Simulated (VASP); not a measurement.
# Si (Fd-3m) in VASP: further runs

One crystal, Si, is run at these levels: r2SCAN, PBEsol; tasks: relaxation of cell and atoms, single point.

All numbers are computed with VASP 6.6.1; they aren't measurements. Logs are shortened: lines on timing, memory, paths and dates and some standing lists are left out, and cuts for length are marked.

### Step 1. The structure

Symmetry: Fd-3m, No. 227, cubic system. The conventional cell has a = 5.427 Å, b = 5.427 Å, c = 5.427 Å, α = 90.00°, β = 90.00°, γ = 90.00°. Around Si (site symmetry -43m) lie 4 Si at 2.35 Å.

### Step 2. Relaxation of cell and atoms, r2SCAN

INCAR

```
  PREC = Accurate
  ENCUT = 600
  EDIFF = 1E-6
  ISMEAR = 0
  SIGMA = 0.03
  LREAL = False
  LASPH = True
  NELM = 80
  ALGO = Normal
  ISIF = 3
  LWAVE = False
  LCHARG = False
  METAGGA = R2SCAN
  LMIXTAU = True
  IBRION = 2
  NSW = 90
  EDIFFG = -0.01
```

KPOINTS

```
Automatic mesh
0
Gamma
  10 10 10
```

POSCAR

```
Si
1.0
    0.0000000000      2.7135600000      2.7135600000
    2.7135600000      0.0000000000      2.7135600000
    2.7135600000      2.7135600000      0.0000000000
Si
2
Direct
    0.7500000000      0.7500000000      0.7500000000
    0.5000000000      0.5000000000      0.5000000000
```

Potentials or basis: VASP PAW PBE potentials, release 64 (Si).

On the command line:

```console
$ cat potpaw_PBE.64/Si/POTCAR > POTCAR
$ mpirun -np 1 vasp_std > vasp.out
```

OUTCAR:

```text
PREC = Accurate
   ENCUT = 600
   EDIFF = 1E-6
   ISMEAR = 0
   LREAL = False
   LASPH = True
   NELM = 80
   ISIF = 3
   METAGGA = R2SCAN
   IBRION = 2
   NSW = 90
   EDIFFG = -0.01

 ion  position               nearest neighbor table
   1  0.750  0.750  0.750-   2 2.35   2 2.35   2 2.35   2 2.35
   2  0.500  0.500  0.500-   1 2.35   1 2.35   1 2.35   1 2.35

  LATTYP: Found a face centered cubic cell.
 ALAT       =     5.4271200000

  Lattice vectors:

 A1 = (   0.0000000000,   2.7135600000,   2.7135600000)
 A2 = (   2.7135600000,   0.0000000000,   2.7135600000)
 A3 = (   2.7135600000,   2.7135600000,   0.0000000000)

Analysis of symmetry for initial positions (statically):
=====================================================================
 Subroutine PRICEL returns:
 Original cell was already a primitive cell.

 Routine SETGRP: Setting up the symmetry group for a
 face centered cubic supercell.

 Subroutine GETGRP returns: Found 48 space group operations
 (whereof 24 operations were pure point group operations)
 out of a pool of 48 trial point group operations.

The static configuration has the point symmetry T_d .
 The point group associated with its full space group is O_h .

Analysis of symmetry for dynamics (positions and initial velocities):
=====================================================================
 Subroutine PRICEL returns:
 Original cell was already a primitive cell.

 Routine SETGRP: Setting up the symmetry group for a
 face centered cubic supercell.

 Subroutine GETGRP returns: Found 48 space group operations
 (whereof 24 operations were pure point group operations)
 out of a pool of 48 trial point group operations.

The dynamic configuration has the point symmetry T_d .
 The point group associated with its full space group is O_h .

 Subroutine INISYM returns: Found 48 space group operations
 (whereof 24 operations are pure point group operations),
 and found     1 'primitive' translations

----------------------------------------------------------------------------------------

                                     Primitive cell

  volume of cell :      39.9621

  direct lattice vectors                    reciprocal lattice vectors
     0.000000000  2.713560000  2.713560000    -0.184259792  0.184259792  0.184259792
     2.713560000  0.000000000  2.713560000     0.184259792 -0.184259792  0.184259792
     2.713560000  2.713560000  0.000000000     0.184259792  0.184259792 -0.184259792

  length of vectors
     3.837553354  3.837553354  3.837553354     0.319147321  0.319147321  0.319147321

  position of ions in fractional coordinates (direct lattice)
     0.750000000  0.750000000  0.750000000
     0.500000000  0.500000000  0.500000000

  ion indices of the primitive-cell ions
   primitive index   ion index
                 1           1
                 2           2

----------------------------------------------------------------------------------------

 KPOINTS: Automatic mesh

Automatic generation of k-mesh.
 Grid dimensions read from file:
 generate k-points for:   10   10   10

 Generating k-lattice:

  Cartesian coordinates                     Fractional coordinates (reciprocal lattice)
    -0.018425979  0.018425979  0.018425979     0.100000000  0.000000000  0.000000000
     0.018425979 -0.018425979  0.018425979     0.000000000  0.100000000  0.000000000
     0.018425979  0.018425979 -0.018425979     0.000000000  0.000000000  0.100000000

  Length of vectors
     0.031914732  0.031914732  0.031914732

  Shift w.r.t. Gamma in fractional coordinates (k-lattice)
     0.000000000  0.000000000  0.000000000

 Subroutine IBZKPT returns following result:
 ===========================================

 Found     47 irreducible k-points:

 Following reciprocal coordinates:
            Coordinates               Weight
  0.000000  0.000000  0.000000      1.000000
  0.100000  0.000000  0.000000      8.000000
  0.200000  0.000000  0.000000      8.000000
  0.300000  0.000000  0.000000      8.000000
  0.400000  0.000000  0.000000      8.000000
  0.500000  0.000000  0.000000      4.000000
[... 16 lines left out ...]
  0.300000  0.300000  0.000000      6.000000
  0.400000  0.300000  0.000000     24.000000
 [... further k-points ...]
   k-points           NKPTS =     47   k-points in BZ     NKDIM =     47   number of bands    NBANDS=      8
   number of dos      NEDOS =    301   number of ions     NIONS =      2
   total plane-waves  NPLWV =  32768
   dimension x,y,z NGX =    32 NGY =   32 NGZ =   32
   dimension x,y,z NGXF=    64 NGYF=   64 NGZF=   64
   ions per type =               2
   NGX,Y,Z   is equivalent  to a cutoff of  13.86, 13.86, 13.86 a.u.
   NGXF,Y,Z  is equivalent  to a cutoff of  27.73, 27.73, 27.73 a.u.
 SYSTEM =  unknown system
   PREC   = accura    normal or accurate (medium, high low for compatibility)
   ISTART =      0    job   : 0-new  1-cont  2-samecut
   ICHARG =      2    charge: 1-file 2-atom 10-const
   ISPIN  =      1    spin polarized calculation?
   LNONCOLLINEAR =      F non collinear calculations
   LSORBIT =      F    spin-orbit coupling
   LASPH  =      T    aspherical Exc in radial PAW
   ENCUT  =  600.0 eV  44.10 Ry    6.64 a.u.   7.66  7.66  7.66*2*pi/ulx,y,z
   NELM   =     80;   NELMIN=  2; NELMDL= -5     # of ELM steps
   EDIFF  = 0.1E-05   stopping-criterion for ELM
   LREAL  =      F    real-space projection
   EDIFFG = -.1E-01   stopping-criterion for IOM
   NSW    =     90    number of steps for IOM
   IBRION =      2    ionic relax: 0-MD 1-quasi-New 2-CG
   NFREE  =      1    steps in history (QN), initial steepest desc. (CG)
   ISIF   =      3    stress and relaxation
   ISYM   =      2    0-nonsym 1-usesym 2-fastsym
   POTIM  = 0.5000    time-step for ionic-motion
   TEBEG  =    0.0;   TEEND  =   0.0 temperature during run
   PSTRESS=    0.0 pullay stress
   NELECT =       8.0000    total number of electrons
   NUPDOWN=      -1.0000    fix difference up-down
   EMIN   =  10.00;   EMAX   =-10.00  energy-range for DOS
   EFERMI =   0.00;   METHOD = LEGACY
   ISMEAR =     0;   SIGMA  =   0.03  broadening in eV -4-tet -1-fermi 0-gaus
   EFERMI_NEDOS =   21; number of points for ismear=-14 and -15
   IALGO  =     38    algorithm
   IMIX   =      4    mixing-type and parameters
     AMIX     =   0.40;   BMIX     =  1.00
     AMIX_MAG =   1.60;   BMIX_MAG =  1.00
  volume/ion in A,a.u.               =      19.98       134.84
  Fermi-wavevector in a.u.,A,eV,Ry     =   0.957684  1.809760 12.478691  0.917158
  Thomas-Fermi vector in A             =   2.086724
   LORBIT       =      0    0 simple, 1 ext, 2 COOP (PROOUT), +10 PAW based schemes
   METAGGA = R2SCAN    functional components
   LHFCALC =     F    Hartree Fock is set to
   AEXX    =    0.0000 exact exchange contribution
   IVDW    =     0    specifies the selected vdW correction
   LEPSILON=     F    determine dielectric tensor
   LRPA    =     F    only Hartree local field effects (RPA)
 conjugate gradient relaxation of ions
 non-spin polarized calculation
 Gauss-broadening in eV      SIGMA  =   0.03
  energy-cutoff  :      600.00
  volume of cell :       39.96
 maximum number of plane-waves:      1363
   NGX = 15   NGY = 15   NGZ = 15

--------------------------------------- Ionic step        1  -------------------------------------------

 number of electron       7.9999999 magnetization

 Free energy of the ion-electron system (eV)
  ---------------------------------------------------
  ext. energy  EPLUGINS =         0.00000000
  ---------------------------------------------------
  free energy    TOTEN  =       -17.54899243 eV

  energy without entropy =      -17.54899243  energy(sigma->0) =      -17.54899243

------------------------ aborting loop because EDIFF is reached ----------------------------------------

  FORCE on cell =-STRESS in cart. coord.  units (eV):
  Direction    XX          YY          ZZ          XY          YZ          ZX
  --------------------------------------------------------------------------------------
  -------------------------------------------------------------------------------------
  Total        0.1777803      0.1777803      0.1777803      0.0000000     -0.0000000      0.0000000
  in kB        7.1276426      7.1276426      7.1276426      0.0000000     -0.0000000      0.0000000
  external PRESSURE =       7.1276426 kB  Pullay stress =       0.0000000 kB

 VOLUME and BASIS-vectors are now :
 -----------------------------------------------------------------------------
  energy-cutoff  :      600.00
  volume of cell :       39.96
      direct lattice vectors                 reciprocal lattice vectors
     0.000000000  2.713560000  2.713560000    -0.184259792  0.184259792  0.184259792
     2.713560000  0.000000000  2.713560000     0.184259792 -0.184259792  0.184259792
     2.713560000  2.713560000  0.000000000     0.184259792  0.184259792 -0.184259792
[... 37 lines left out ...]
 POSITION                                       TOTAL-FORCE (eV/Angst)
 -----------------------------------------------------------------------------------
      4.08779      4.08779      4.08779        -0.000000     -0.000000     -0.000000
      2.72520      2.72520      2.72520         0.000000      0.000000      0.000000
 -----------------------------------------------------------------------------------
    total drift:                               -0.000000     -0.000000     -0.000000

  FREE ENERGIE OF THE ION-ELECTRON SYSTEM (eV)
  ---------------------------------------------------
  free  energy   TOTEN  =       -17.5491694697 eV

  energy  without entropy=      -17.5491694697  energy(sigma->0) =      -17.54916947

--------------------------------------- Ionic step        3  -------------------------------------------

 number of electron       8.0000000 magnetization

 Free energy of the ion-electron system (eV)
  ---------------------------------------------------
  ext. energy  EPLUGINS =         0.00000000
  ---------------------------------------------------
  free energy    TOTEN  =       -17.54958923 eV

  energy without entropy =      -17.54958923  energy(sigma->0) =      -17.54958923

 E-fermi :   5.8890     XC(G=0):  -9.8356

 val. band max:        5.6878389605   @ k =   0.0000   0.0000   0.0000
 cond. band min:       6.4766366032   @ k =   0.4000   0.4000   0.0000
 fundamental gap:      0.7887976427
 Fermi energy:         5.8889542094

 k-point     1 :       0.0000    0.0000    0.0000
  band No.  band energies     occupation
      1      -6.8034      2.00000
      2       5.6878      2.00000
      3       5.6878      2.00000
      4       5.6878      2.00000
      5       8.4441      0.00000
      6       8.4441      0.00000
      7       8.4441      0.00000
      8       9.6164      0.00000

 k-point     2 :       0.1000    0.0000    0.0000
  band No.  band energies     occupation
      1      -6.6662      2.00000
      2       4.5225      2.00000
      3       5.4795      2.00000
      4       5.4795      2.00000
      5       8.5305      0.00000
      6       8.7520      0.00000
      7       8.7520      0.00000
      8      10.4988      0.00000
[... 221 lines left out ...]
 k-point    23 :       0.3000    0.3000    0.0000
  band No.  band energies     occupation
      1      -5.1787      2.00000
      2       1.1265      2.00000
      3       3.3457      2.00000
      4       3.3457      2.00000
      5       6.7560      0.00000
      6       8.3924      0.00000
      7      12.7836      0.00000
      8      12.7836      0.00000

 k-point    24 :       0.4000    0.3000    0.0000
  band No.  band energies     occupation
      1      -4.5358      2.00000
      2       0.0661      2.00000
      3       2.7083      2.00000
      4       3.1293      2.00000
      5       6.9532      0.00000
      6       8.2089      0.00000
      7      13.1360      0.00000
      8      13.2231      0.00000

 [... further k-points ...]
[... 5 lines left out ...]
  --------------------------------------------------------------------------------------
  -------------------------------------------------------------------------------------
  Total        0.0024627      0.0024627      0.0024627     -0.0000000      0.0000000     -0.0000000
  in kB        0.0980565      0.0980565      0.0980565     -0.0000000      0.0000000     -0.0000000
  external PRESSURE =       0.0980565 kB  Pullay stress =       0.0000000 kB

 VOLUME and BASIS-vectors are now :
 -----------------------------------------------------------------------------
  energy-cutoff  :      600.00
  volume of cell :       40.24
      direct lattice vectors                 reciprocal lattice vectors
     0.000000000  2.719797546  2.719797546    -0.183837213  0.183837213  0.183837213
     2.719797546 -0.000000000  2.719797546     0.183837213 -0.183837213  0.183837213
     2.719797546  2.719797546  0.000000000     0.183837213  0.183837213 -0.183837213

 POSITION                                       TOTAL-FORCE (eV/Angst)
 -----------------------------------------------------------------------------------
      4.07970      4.07970      4.07970         0.000000     -0.000000      0.000000
      2.71980      2.71980      2.71980        -0.000000      0.000000     -0.000000
 -----------------------------------------------------------------------------------
    total drift:                               -0.000000     -0.000000     -0.000000

  FREE ENERGIE OF THE ION-ELECTRON SYSTEM (eV)
  ---------------------------------------------------
  free  energy   TOTEN  =       -17.5495892347 eV

  energy  without entropy=      -17.5495892347  energy(sigma->0) =      -17.54958923

 reached required accuracy - stopping structural energy minimisation
```

Wall time 96 s (1 thread of Intel Xeon Platinum 8259CL at 2.50GHz (Skylake/Cascade Lake), shared host); peak memory 0.19 GiB.

Results:

```yaml
Free_energy: -17.5496 eV
Relaxed_volume: 20.12 Å³/atom
Relaxed_cell: a = 3.846 Å, b = 3.846 Å, c = 3.846 Å, α = 60.00°, β = 60.00°, γ = 60.00°
Space_group_after_relaxing_to_0.05_Å: Fd-3m (No. 227)
Energy_gained_by_relaxing: 0.3 meV/atom
Ionic_steps: 3
Pressure_after_relaxing: 0.0 GPa
Band_gap_on_the_k_mesh: 0.79 eV, indirect (least direct gap 2.76 eV)
```

Step by step:
```tsv
step	energy change (eV)	largest force (eV/Å)	pressure (GPa)	volume (Å³)
1	0.0000	0.0000	0.71	39.96
2	-0.0002	0.0000	-0.56	40.48
3	-0.0006	0.0000	0.01	40.24
```

Final structure:
```xyz
2
Lattice="0.0000 2.7198 2.7198 2.7198 0.0000 2.7198 2.7198 2.7198 0.0000" Properties=species:S:1:pos:R:3 pbc="T T T"
Si    4.0797    4.0797    4.0797
Si    2.7198    2.7198    2.7198
```

Caveat: the PAW data sets were made with another functional, which shifts forces and pressure a little. A k mesh can miss the band edges.

### Step 3. Relaxation of cell and atoms, r2SCAN

This run uses another cell than the first one, of 20.12 Å³/atom, 1.007 times its volume.

INCAR, as its differences from that of step 2:

```diff
@@ -2,3 +2,3 @@
   ENCUT = 600
-  EDIFF = 1E-6
+  EDIFF = 1E-7
   ISMEAR = 0
@@ -16,2 +16,2 @@
   NSW = 90
-  EDIFFG = -0.01
+  EDIFFG = -0.005
```

KPOINTS is that of step 2.

POSCAR

```
Si                                      
1.0
    0.0000000000      2.7197975463      2.7197975463
    2.7197975463     -0.0000000000      2.7197975463
    2.7197975463      2.7197975463      0.0000000000
  Si            
     2
Direct
     0.7500000000000000    0.7500000000000000    0.7500000000000000
     0.5000000000000000    0.5000000000000000    0.5000000000000000
```

Potentials or basis: VASP PAW PBE potentials, release 64 (Si).

On the command line:

```console
$ cat potpaw_PBE.64/Si/POTCAR > POTCAR
$ mpirun -np 1 vasp_std > vasp.out
```

Run time: 52 s. Hardware: 1 thread of Intel Xeon Platinum 8259CL at 2.50GHz (Skylake/Cascade Lake), shared host; peak memory 0.18 GiB.

It converged, with:

* Free energy: -17.5496 eV
* Pressure after relaxing: 0.0 GPa
* Band gap on the k mesh: 0.79 eV, indirect (least direct gap 2.76 eV)

Final structure:
```yaml
crystal:
  lattice:
    - [0.00000, 2.71980, 2.71980]
    - [2.71980, 0.00000, 2.71980]
    - [2.71980, 2.71980, 0.00000]
  atoms:
    - { symbol: Si, position: [0.75000, 0.75000, 0.75000] }
    - { symbol: Si, position: [0.50000, 0.50000, 0.50000] }
```

Levels at points of the mesh, in eV from the valence-band top:
```tsv
k point	band 1	band 2	band 3	band 4	band 5	band 6	band 7	band 8
(0.00, 0.00, 0.00)	-12.49	0.00	0.00	0.00	2.76	2.76	2.76	3.93
(0.50, 0.00, 0.00)	-10.05	-7.24	-1.27	-1.27	1.87	3.59	3.59	8.33
(0.50, 0.50, 0.00)	-8.14	-8.14	-3.00	-3.00	0.93	0.93	10.84	10.84
```

Caveat: the relaxation stopped at its first step, so nothing moved; the PAW data sets were made with another functional, which shifts forces and pressure a little.

### Step 4. Single point, PBEsol

INCAR

```
ALGO = Normal ; EDIFF = 1E-7
ENCUT = 520 ; GGA = PS
ISIF = 2 ; ISMEAR = 0
KPAR = 4 ; LASPH = True
LCHARG = False ; LREAL = False
LWAVE = False ; NBANDS = 11
NELM = 80 ; PREC = Accurate
SIGMA = 0.03
```

KPOINTS

```
k-points
0
Gamma
  6 6 6
```

POSCAR

```
Si
1.0
    0.0000000000      2.7135600000      2.7135600000
    2.7135600000      0.0000000000      2.7135600000
    2.7135600000      2.7135600000      0.0000000000
Si
2
Direct
    0.7500000000      0.7500000000      0.7500000000
    0.5000000000      0.5000000000      0.5000000000
```

On the command line:

```console
$ cat potpaw_PBE.64/Si/POTCAR > POTCAR
$ mpirun -np 4 vasp_std > vasp.out
```

Wall time 3.4 s (4 MPI ranks of Intel Xeon Platinum 8488C (Sapphire Rapids), shared host); peak memory 0.14 GiB.

The run converged. Its results:

```
Free energy            : -11.4672 eV
Pressure               : 0.5 GPa
Band gap on the k mesh : 0.58 eV, indirect (least direct gap 2.51 eV)
```

Levels at points of the mesh, in eV from the valence-band top:
```
           k point  band 2  band 3  band 4  band 5  band 6  band 7
(0.00, 0.00, 0.00)    0.00    0.00    0.00    2.51    2.51    2.51
(0.50, 0.00, 0.00)   -7.03   -1.21   -1.21    1.47    3.27    3.27
(0.50, 0.50, 0.00)   -7.84   -2.88   -2.88    0.58    0.58   10.08
```

Caveat: the PAW data sets were made with another functional, which shifts forces and pressure a little.

### Step 5. Relaxation of cell and atoms, PBEsol

INCAR

```
ALGO = Normal
EDIFF = 1E-6
EDIFFG = -0.01
ENCUT = 600
GGA = PS
IBRION = 2
ISIF = 3
ISMEAR = 0
LASPH = T
LCHARG = F
LREAL = F
LWAVE = F
NELM = 80
NSW = 90
PREC = Accurate
SIGMA = 0.03
```

KPOINTS

```
k-points
0
Gamma
  10 10 10
```

POSCAR is that of step 4.

On the command line:

```console
$ cat potpaw_PBE.64/Si/POTCAR > POTCAR
$ mpirun -np 1 vasp_std > vasp.out
```

Run time: 39 s. Hardware: 1 thread of Intel Xeon Platinum 8375C at 2.90GHz (Ice Lake), shared host; peak memory 0.17 GiB.

The run converged. Its results:

```yaml
Free_energy: -11.4926 eV
Relaxed_volume: 20.08 Å³/atom
Relaxed_cell: a = 3.844 Å, b = 3.844 Å, c = 3.844 Å, α = 60.00°, β = 60.00°, γ = 60.00°
Space_group_after_relaxing_to_0.05_Å: Fd-3m (No. 227)
Energy_gained_by_relaxing: 0.1 meV/atom
Ionic_steps: 3
Pressure_after_relaxing: 0.0 GPa
Band_gap_on_the_k_mesh: 0.47 eV, indirect (least direct gap 2.52 eV)
```

The path:
```tsv
step	energy change (eV)	largest force (eV/Å)	pressure (GPa)	volume (Å³)
1	0.0000	0.0000	0.46	39.96
2	-0.0001	0.0000	-0.32	40.29
3	-0.0003	0.0000	0.00	40.15
```

Final structure:
```
Si
1.0
     0.00000    2.71785    2.71785
     2.71785    0.00000    2.71785
     2.71785    2.71785    0.00000
Si
2
Direct
  0.75000 0.75000 0.75000
  0.50000 0.50000 0.50000
```

Levels at points of the mesh, in eV from the valence-band top:
| k point | band 1 | band 2 | band 3 | band 4 | band 5 | band 6 | band 7 | band 8 |
| --- | --- | --- | --- | --- | --- | --- | --- | --- |
| (0.00, 0.00, 0.00) | -11.97 | 0.00 | 0.00 | 0.00 | 2.52 | 2.52 | 2.52 | 3.29 |
| (0.50, 0.00, 0.00) | -9.63 | -7.00 | -1.20 | -1.20 | 1.46 | 3.27 | 3.27 | 7.51 |
| (0.50, 0.50, 0.00) | -7.82 | -7.82 | -2.87 | -2.87 | 0.59 | 0.59 | 10.04 | 10.04 |

Caveat: the PAW data sets were made with another functional, which shifts forces and pressure a little.

### Step 6. Summary

| task | level | cell | k mesh | cutoff (eV) | gap on the mesh (eV) | pressure (GPa) |
| --- | --- | --- | --- | --- | --- | --- |
| relaxation of cell and atoms | r2SCAN | relaxed | 10 × 10 × 10 | 600 | 0.79 | 0.0 |
| single point | PBEsol | Fd-3m, 19.98 Å³/atom | 6 × 6 × 6 | 520 | 0.58 | 0.5 |
| relaxation of cell and atoms | PBEsol | relaxed | 10 × 10 × 10 | 600 | 0.47 | 0.0 |

Alike in all rows: potentials or basis VASP PAW PBE potentials, release 64 (Si); no spin polarisation; smearing gaussian 0.03 eV.

Caveats: the PAW data sets were made with another functional, which shifts forces and pressure a little; the relaxation stopped at its first step, so nothing moved (some runs).

Absolute energies hang on the potentials; compare differences alone.
